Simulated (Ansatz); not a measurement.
# Germanium, simple cubic under PBEsol: from relaxation to bulk modulus, part 2 of 2

What does PBEsol give for germanium in the simple cubic structure? We relax it, solve it on a dense k-mesh, then scale the cell to 7 volumes from 88 to 112 % of the relaxed one and try a fit of the equation of state. Spin polarisation is left out. The k-meshes are 11×11×11 for the relaxation; 19×19×19 for the dense run; 13×13×13 for the volumes.

Ansatz 0.2.0; DFT, PBEsol, plane waves (420 eV) with PAW, scalar-relativistic.

### Step 6. Equation of state: 96 %

This is Ge in the simple cubic structure; at room conditions it is diamond.

input.yaml reads:

```yaml
crystal:
  lattice:
    - [2.632580431, 0.0, 0.0]
    - [0.0, 2.632580431, 0.0]
    - [0.0, 0.0, 2.632580431]
  atoms:
    - { symbol: Ge, position: [0.0, 0.0, 0.0] }
hamiltonian:
  xc: pbesol
  pseudopotentials:
    kind: paw
    azcp:
      Ge: "pseudopotentials/Ge.paw.azcp"
basis:
  ecutwfc: 420
  fft_grid_basis: typed
kpoints:
  mp_grid: { grid: [13, 13, 13], shift: [0, 0, 0] }
magnetization:
  spin_polarized: false
scf:
  occupations: { method: fermi_dirac, width: 0.1 }
  lower_state_search: "off"
output:
  stress: true
  write_density: true
  write_potential: true
  elf: true
  volumetric_format: npy
```

Output, cut to the lines that bear on the results:

```text
Warning: <dir> the record states the generating functional pbe (its physics header spells it `PBE`), which answers neither for hamiltonian.xc's functional nor for the pbesol family's — results may be inconsistent (PPs are generated against a specific XC)
Warning: RAYON_NUM_THREADS=2 ignored (pool sized by the plan → 2); use --threads N
[...]
Pseudopotentials: kind: paw
Pseudopotential: Ge, paw, valence charge 14, recommended cutoff 420 eV (normal), <dir>
Functional definition: PBEsol
[...]
Crystal: 1 atoms, lattice volume = 18.245 Å³
Basis set: ecut = 420 eV, 365 PW (Γ)
Bands: 11, of which v1, the nominal top of the filled ones, is band 7 counted from 1 (6 counted from 0)
Symmetry: 48 space group operations
Space group: Pm-3m (ITA 221), of the structure as read, at distance tolerance 2.6e-5 Å
k-points: 84 of 2197
[...]
SCF iter   1: F=—  HF=-4253.313266 eV  |F-HF|=—  |Δ(HF+E_count)|=         —  Δρ=2.52e-3  dr2=5.53e-4  ethr=1.77e-3  ⟨swp⟩=5.1  Hψ=5359  notcnv=0
[...]
SCF iter   6: F=-4253.312917 eV  HF=-4253.312917 eV  |F-HF|=3.91e-11  |Δ(HF+E_count)|=   1.72e-9  Δρ=3.71e-7  dr2=2.38e-11  ethr=2.68e-11  ⟨swp⟩=4.1  Hψ=4176  notcnv=0
[...]
SCF converged after 6 iterations
Free energy (F): -4253.312917 eV
[...]
E sigma→0 (E₀):  -4253.305969 eV
Entropy (-TS):   -0.013895 eV (-13.895 meV/atom)
Fermi energy:    11.239436 eV
[...]
--- Stress (GPa, compression-positive) ---
        3.498621       0.000000       0.000000
        0.000000       3.498621       0.000000
        0.000000      -0.000000       3.498621
  P = ⅓ Tr σ = 3.4986 GPa (34.986 kbar)
--- Band table (eV; the first three rows and the last of 84) ---
  k-point 0: bands = ["-13.5500", "-13.5500", "-13.2366", "-13.2366", "-13.2366", "-2.2954", "18.2218", "18.2218", "18.2218", "21.4854", "21.4854"]
[...]
```

It took 0.68 s on 2 threads of Arm Neoverse V2, shared host; peak memory 0.27 GiB.

Density in a lattice plane of the grid's cell (edges 2.63 and 2.63 Å, at 0.000 of the third edge), which holds Ge.

Ten even steps from ' ' (0.12 e/Å³) to '@' (56.56 e/Å³):
```
##**==::..                              ..::==**
==--::..                                  ..::--
......                                      ....
                                                
                                                
                                                
                                                
                                                
                                                
                                                
                                                
                                                
                                                
                                                
                                                
                                                
......                                      ....
==--::..                                  ..::--
##**==::..                              ..::==**
@@%%++--..                              ..--++%%
```
Columns run along the first of these edges and rows up along the second, over one cell in 24 and 20 even steps from the bottom left corner. Atoms in the plane (fractional): Ge at (0.00, 0.00).

ELF in the same plane.

Ten even steps from ' ' (0.02) to '@' (0.61):
```
..      ..--==****##%%@@@@@@%%##****==--..      
      ..::--++**####%%@@@@@@%%####**++--::..    
    ..::--==++**####%%%%@@%%%%####**++==--::..  
::::--====++****######%%%%%%######****++====--::
====++++++******########**########******++++++==
**********************++++++********************
##############****++++======++++****############
%%%%%%%%######**++====------====++**######%%%%%%
@@@@@@%%%%####**++==----::----==++**####%%%%@@@@
@@@@@@@@%%##**++==----::::::----==++**##%%@@@@@@
@@@@@@%%%%####**++==----::----==++**####%%%%@@@@
%%%%%%%%######**++====------====++**######%%%%%%
##############****++++======++++****############
**********************++++++********************
====++++++******########**########******++++++==
::::--====++****######%%%%%%######****++====--::
    ..::--==++**####%%%%@@%%%%####**++==--::..  
      ..::--++**####%%@@@@@@%%####**++--::..    
..      ..--==****##%%@@@@@@%%##****==--..      
**::    ..::==****##%%@@@@@@%%##****==::..    ::
```
Columns run along the first of these edges and rows up along the second, over one cell in 24 and 20 even steps from the bottom left corner. Atoms in the plane (fractional): Ge at (0.00, 0.00).

Both are smooth fields of the valence electrons: close to the nuclei they are not physical.

Maxima of ELF outside the ion cores: 0.61 on the Ge–Ge line, 1.3 Å from Ge.

### Step 7. Equation of state: 100 %

input.yaml: that of step 6 with these lines changed.

```diff
@@ -2,5 +2,5 @@
   lattice:
-    - [2.632580431, 0.0, 0.0]
-    - [0.0, 2.632580431, 0.0]
-    - [0.0, 0.0, 2.632580431]
+    - [2.6686476585, 0.0, 0.0]
+    - [0.0, 2.6686476585, 0.0]
+    - [0.0, 0.0, 2.6686476585]
   atoms:
```

Output, cut to the lines that bear on the results:

```text
Warning: <dir> the record states the generating functional pbe (its physics header spells it `PBE`), which answers neither for hamiltonian.xc's functional nor for the pbesol family's — results may be inconsistent (PPs are generated against a specific XC)
Warning: RAYON_NUM_THREADS=2 ignored (pool sized by the plan → 2); use --threads N
[...]
Pseudopotentials: kind: paw
Pseudopotential: Ge, paw, valence charge 14, recommended cutoff 420 eV (normal), <dir>
Functional definition: PBEsol
[...]
Crystal: 1 atoms, lattice volume = 19.005 Å³
Basis set: ecut = 420 eV, 365 PW (Γ)
Bands: 11, of which v1, the nominal top of the filled ones, is band 7 counted from 1 (6 counted from 0)
Symmetry: 48 space group operations
Space group: Pm-3m (ITA 221), of the structure as read, at distance tolerance 2.7e-5 Å
k-points: 84 of 2197
[...]
SCF iter   1: F=—  HF=-4253.321191 eV  |F-HF|=—  |Δ(HF+E_count)|=         —  Δρ=2.33e-3  dr2=5.25e-4  ethr=1.77e-3  ⟨swp⟩=5.0  Hψ=5308  notcnv=0
[...]
SCF iter   6: F=-4253.320851 eV  HF=-4253.320851 eV  |F-HF|=9.82e-11  |Δ(HF+E_count)|=   5.33e-9  Δρ=1.05e-6  dr2=7.44e-11  ethr=6.27e-11  ⟨swp⟩=4.2  Hψ=4232  notcnv=0
[...]
SCF converged after 6 iterations
Free energy (F): -4253.320851 eV
[...]
E sigma→0 (E₀):  -4253.313702 eV
Entropy (-TS):   -0.014299 eV (-14.299 meV/atom)
Fermi energy:    10.606332 eV
[...]
--- Stress (GPa, compression-positive) ---
       -0.019209       0.000000       0.000000
        0.000000      -0.019209      -0.000000
        0.000000       0.000000      -0.019209
  P = ⅓ Tr σ = -0.0192 GPa (-0.192 kbar)
--- Band table (eV; the first three rows and the last of 84) ---
  k-point 0: bands = ["-14.1295", "-14.1295", "-13.8505", "-13.8505", "-13.8505", "-2.5724", "17.3708", "17.3708", "17.3708", "20.7035", "20.7035"]
[...]
```

Wall time 0.69 s (2 threads of Arm Neoverse V2, shared host); peak memory 0.27 GiB.

### Step 8. Equation of state: 104 %

input.yaml: that of step 7 with these lines changed.

```diff
@@ -2,5 +2,5 @@
   lattice:
-    - [2.6686476585, 0.0, 0.0]
-    - [0.0, 2.6686476585, 0.0]
-    - [0.0, 0.0, 2.6686476585]
+    - [2.7037654707, 0.0, 0.0]
+    - [0.0, 2.7037654707, 0.0]
+    - [0.0, 0.0, 2.7037654707]
   atoms:
@@ -25,5 +25 @@
   stress: true
-  write_density: true
-  write_potential: true
-  elf: true
-  volumetric_format: npy
```

Output, cut to the lines that bear on the results:

```text
Warning: <dir> the record states the generating functional pbe (its physics header spells it `PBE`), which answers neither for hamiltonian.xc's functional nor for the pbesol family's — results may be inconsistent (PPs are generated against a specific XC)
Warning: RAYON_NUM_THREADS=2 ignored (pool sized by the plan → 2); use --threads N
[...]
Pseudopotentials: kind: paw
Pseudopotential: Ge, paw, valence charge 14, recommended cutoff 420 eV (normal), <dir>
Functional definition: PBEsol
[...]
Crystal: 1 atoms, lattice volume = 19.765 Å³
Basis set: ecut = 420 eV, 389 PW (Γ)
Bands: 11, of which v1, the nominal top of the filled ones, is band 7 counted from 1 (6 counted from 0)
Symmetry: 48 space group operations
Space group: Pm-3m (ITA 221), of the structure as read, at distance tolerance 2.7e-5 Å
k-points: 84 of 2197
[...]
SCF iter   1: F=—  HF=-4253.314177 eV  |F-HF|=—  |Δ(HF+E_count)|=         —  Δρ=2.12e-3  dr2=4.81e-4  ethr=1.77e-3  ⟨swp⟩=5.1  Hψ=5317  notcnv=0
[...]
SCF iter   6: F=-4253.313849 eV  HF=-4253.313849 eV  |F-HF|=7.37e-11  |Δ(HF+E_count)|=   7.27e-9  Δρ=1.13e-6  dr2=9.46e-11  ethr=1.09e-10  ⟨swp⟩=1.4  Hψ=2794  notcnv=0
[...]
SCF converged after 6 iterations
Free energy (F): -4253.313849 eV
[...]
E sigma→0 (E₀):  -4253.306519 eV
Entropy (-TS):   -0.014661 eV (-14.661 meV/atom)
Fermi energy:    10.022130 eV
[...]
--- Stress (GPa, compression-positive) ---
       -2.823943       0.000000       0.000000
        0.000000      -2.823943       0.000000
        0.000000      -0.000000      -2.823943
  P = ⅓ Tr σ = -2.8239 GPa (-28.239 kbar)
```

Run time: 0.57 s. Hardware: 2 threads of Arm Neoverse V2, shared host; peak memory 0.27 GiB.

### Step 9. Equation of state: 108 %

input.yaml: that of step 8 with these lines changed.

```diff
@@ -2,5 +2,5 @@
   lattice:
-    - [2.7037654707, 0.0, 0.0]
-    - [0.0, 2.7037654707, 0.0]
-    - [0.0, 0.0, 2.7037654707]
+    - [2.7379939837, 0.0, 0.0]
+    - [0.0, 2.7379939837, 0.0]
+    - [0.0, 0.0, 2.7379939837]
   atoms:
@@ -25 +25,5 @@
   stress: true
+  write_density: true
+  write_potential: true
+  elf: true
+  volumetric_format: npy
```

Output, cut to the lines that bear on the results:

```text
Warning: <dir> the record states the generating functional pbe (its physics header spells it `PBE`), which answers neither for hamiltonian.xc's functional nor for the pbesol family's — results may be inconsistent (PPs are generated against a specific XC)
Warning: RAYON_NUM_THREADS=2 ignored (pool sized by the plan → 2); use --threads N
[...]
Pseudopotentials: kind: paw
Pseudopotential: Ge, paw, valence charge 14, recommended cutoff 420 eV (normal), <dir>
Functional definition: PBEsol
[...]
Crystal: 1 atoms, lattice volume = 20.526 Å³
Basis set: ecut = 420 eV, 389 PW (Γ)
Bands: 11, of which v1, the nominal top of the filled ones, is band 7 counted from 1 (6 counted from 0)
Symmetry: 48 space group operations
Space group: Pm-3m (ITA 221), of the structure as read, at distance tolerance 2.7e-5 Å
k-points: 84 of 2197
[...]
SCF iter   1: F=—  HF=-4253.295257 eV  |F-HF|=—  |Δ(HF+E_count)|=         —  Δρ=1.97e-3  dr2=4.40e-4  ethr=1.77e-3  ⟨swp⟩=5.2  Hψ=5289  notcnv=0
[...]
SCF iter   6: F=-4253.294942 eV  HF=-4253.294942 eV  |F-HF|=1.64e-11  |Δ(HF+E_count)|=   4.36e-9  Δρ=9.20e-7  dr2=6.16e-11  ethr=8.89e-11  ⟨swp⟩=4.1  Hψ=4308  notcnv=0
[...]
SCF converged after 6 iterations
Free energy (F): -4253.294942 eV
[...]
E sigma→0 (E₀):  -4253.287436 eV
Entropy (-TS):   -0.015013 eV (-15.013 meV/atom)
Fermi energy:    9.481336 eV
[...]
--- Stress (GPa, compression-positive) ---
       -5.059822       0.000000      -0.000000
        0.000000      -5.059822       0.000000
        0.000000       0.000000      -5.059822
  P = ⅓ Tr σ = -5.0598 GPa (-50.598 kbar)
--- Band table (eV; the first three rows and the last of 84) ---
  k-point 0: bands = ["-15.1777", "-15.1777", "-14.9545", "-14.9545", "-14.9545", "-3.0682", "15.8423", "15.8423", "15.8423", "19.3054", "19.3054"]
[...]
```

Wall time 0.72 s (2 threads of Arm Neoverse V2, shared host); peak memory 0.27 GiB.

### Step 10. Equation of state: 112 %

input.yaml: that of step 9 with these lines changed.

```diff
@@ -2,5 +2,5 @@
   lattice:
-    - [2.7379939837, 0.0, 0.0]
-    - [0.0, 2.7379939837, 0.0]
-    - [0.0, 0.0, 2.7379939837]
+    - [2.7713874453, 0.0, 0.0]
+    - [0.0, 2.7713874453, 0.0]
+    - [0.0, 0.0, 2.7713874453]
   atoms:
```

Output, cut to the lines that bear on the results:

```text
Warning: <dir> the record states the generating functional pbe (its physics header spells it `PBE`), which answers neither for hamiltonian.xc's functional nor for the pbesol family's — results may be inconsistent (PPs are generated against a specific XC)
Warning: RAYON_NUM_THREADS=2 ignored (pool sized by the plan → 2); use --threads N
[...]
Pseudopotentials: kind: paw
Pseudopotential: Ge, paw, valence charge 14, recommended cutoff 420 eV (normal), <dir>
Functional definition: PBEsol
[...]
Crystal: 1 atoms, lattice volume = 21.286 Å³
Basis set: ecut = 420 eV, 437 PW (Γ)
Bands: 11, of which v1, the nominal top of the filled ones, is band 7 counted from 1 (6 counted from 0)
Symmetry: 48 space group operations
Space group: Pm-3m (ITA 221), of the structure as read, at distance tolerance 2.8e-5 Å
k-points: 84 of 2197
[...]
SCF iter   1: F=—  HF=-4253.266847 eV  |F-HF|=—  |Δ(HF+E_count)|=         —  Δρ=1.79e-3  dr2=3.83e-4  ethr=1.77e-3  ⟨swp⟩=5.2  Hψ=5291  notcnv=0
[...]
SCF iter   6: F=-4253.266545 eV  HF=-4253.266545 eV  |F-HF|=4.27e-11  |Δ(HF+E_count)|=   4.53e-9  Δρ=3.80e-7  dr2=2.07e-11  ethr=2.51e-11  ⟨swp⟩=4.1  Hψ=4422  notcnv=0
[...]
SCF converged after 6 iterations
Free energy (F): -4253.266545 eV
[...]
E sigma→0 (E₀):  -4253.258852 eV
Entropy (-TS):   -0.015388 eV (-15.388 meV/atom)
Fermi energy:    8.979310 eV
[...]
--- Stress (GPa, compression-positive) ---
       -6.840611      -0.000000       0.000000
        0.000000      -6.840611       0.000000
        0.000000       0.000000      -6.840611
  P = ⅓ Tr σ = -6.8406 GPa (-68.406 kbar)
--- Band table (eV; the first three rows and the last of 84) ---
  k-point 0: bands = ["-15.6532", "-15.6532", "-15.4528", "-15.4528", "-15.4528", "-3.2912", "15.1532", "15.1532", "15.1532", "18.6771", "18.6771"]
[...]
```

Run time: 0.73 s. Hardware: 2 threads of Arm Neoverse V2, shared host; peak memory 0.27 GiB.

### Step 11. The equation of state

All volumes keep the relaxed shape and fractional coordinates.

| V (Å³/atom) | E − E₀ (meV/atom) | P from the stress (GPa) | P from the fit (GPa) |
| --- | --- | --- | --- |
| 16.725 | 84.2 | 13.50 | 13.44 |
| 17.485 | 34.2 | 7.92 | 7.87 |
| 18.245 | 7.7 | 3.50 | 3.45 |
| 19.005 | 0.0 | -0.02 | -0.06 |
| 19.765 | 7.2 | -2.82 | -2.86 |
| 20.526 | 26.3 | -5.06 | -5.10 |
| 21.286 | 54.9 | -6.84 | -6.88 |

Fit (Birch-Murnaghan, third order): V₀ = 18.990 Å³/atom, B₀ = 79 GPa, B₀′ = 4.7, largest residual 0.01 meV/atom.

### Step 12. Summary of results

What follows sums up all 2 parts.

| quantity | value |
| --- | --- |
| space group (spins left aside) | Pm-3m (No. 221) |
| conventional cell | a = 2.669 Å |
| volume | 19.005 Å³/atom |
| shortest distance | 2.669 Å |
| gap on the mesh | none (levels filled in part) |
| relative to diamond | +186 meV/atom |
| V₀, B₀, B₀′ | 18.990 Å³/atom, 79 GPa, 4.7 |

In words: The relaxation shrank the cell by 8.5 % in volume. Against the reference form of germanium (diamond, computed apart with the same settings) it stands 186 meV/atom higher, so it is far from stable. Levels at the Fermi energy are filled in part, as in a metal. B₀ comes out at 79 GPa. Relaxation kept the symmetry; phonons were not checked.
